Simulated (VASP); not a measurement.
Wanted: the native input for a VASP 6.6.1 run.

```yaml
Task: single point
Functional: PBE
Potentials_or_basis: VASP PAW PBE potentials, release 64 (Zn)
Cutoff: 520 eV
k_mesh: 8 × 8 × 8
Occupations: gaussian, width 0.05 eV
Spin: no spin polarisation
Dipole_correction: no
Further_INCAR_settings: ALGO = Fast; EDIFF = 1e-06; NBANDS = 12
```

The structure of Zn lies in POSCAR:

```
Zn
1.0
    0.0000000000      1.9628993602      1.9628993602
    1.9628993602      0.0000000000      1.9628993602
    1.9628993602      1.9628993602      0.0000000000
Zn
1
Direct
    0.0000000000      0.0000000000      0.0000000000
```

The cell was built by a generator and needn't be a form met in nature.

The input as run:

INCAR

```
SYSTEM = Zn
PREC = Accurate
ENCUT = 520
EDIFF = 1E-6
ISMEAR = 0
SIGMA = 0.05
LREAL = .FALSE.
LASPH = .TRUE.
NELM = 100
ALGO = Fast
ISIF = 2
LWAVE = .FALSE.
LCHARG = .FALSE.
GGA = PE
NBANDS = 12
```

KPOINTS

```
Automatic mesh
0
G
  8 8 8
  0 0 0
```

Potentials or basis: VASP PAW PBE potentials, release 64 (Zn).

Run with:

```bash
$ cat potpaw_PBE.64/Zn/POTCAR > POTCAR
$ mpirun -np 1 vasp_std > vasp.out
```

Results of the run:

| Item | Value |
| --- | --- |
| Pressure | 0.7 GPa |
| Band gap on the k mesh | none (metal or under the smearing width) |

Wall time 3.2 s on 1 thread of Intel(R) Xeon(R) 6975P-C (Granite Rapids), with other jobs on the host, peak memory 0.13 GiB.
